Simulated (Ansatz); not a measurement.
Runs of Ansatz 0.2.0 on Ca. The structure is cubic, space group Im-3m (No. 229). The conventional cell has a = 4.480 Å, b = 4.480 Å, c = 4.480 Å, α = 90.00°, β = 90.00°, γ = 90.00°. Ca (site symmetry m-3m) is surrounded by 8 Ca at 3.88 Å. This isn't the form of Ca at room conditions, which is fcc.

```tsv
level	cutoff (eV)	gap on the mesh (eV)	pressure (GPa)	relaxed volume (Å³/atom)
PBEsol	420	none	0.0	(b)
revPBE	420	none	0.0	44.00
r2SCAN	500	none	0.0	43.31
LDA	420	none	0.0	(a)
RPBE	420	none	0.0	44.53
```

Alike in all rows: task relaxation of cell and atoms; potentials or basis Ansatz PAW; no spin polarisation; cell relaxed; k mesh 8 × 8 × 8; smearing fermi-dirac 0.05 eV.

Fill in the values left out.

(a) 37.53; (b) 40.40.

Caveats: the plane-wave basis is chosen anew once the cell has moved, so the energies of steps on either side of that aren't comparable; the PAW data sets come from PBE, with cores solved anew for the run's functional, which leaves a small shift of forces and pressure; the volume moved by over 15 % at a fixed basis, so the end points are rough (some runs).

A gap of «none» marks a metal or a gap under the smearing width.
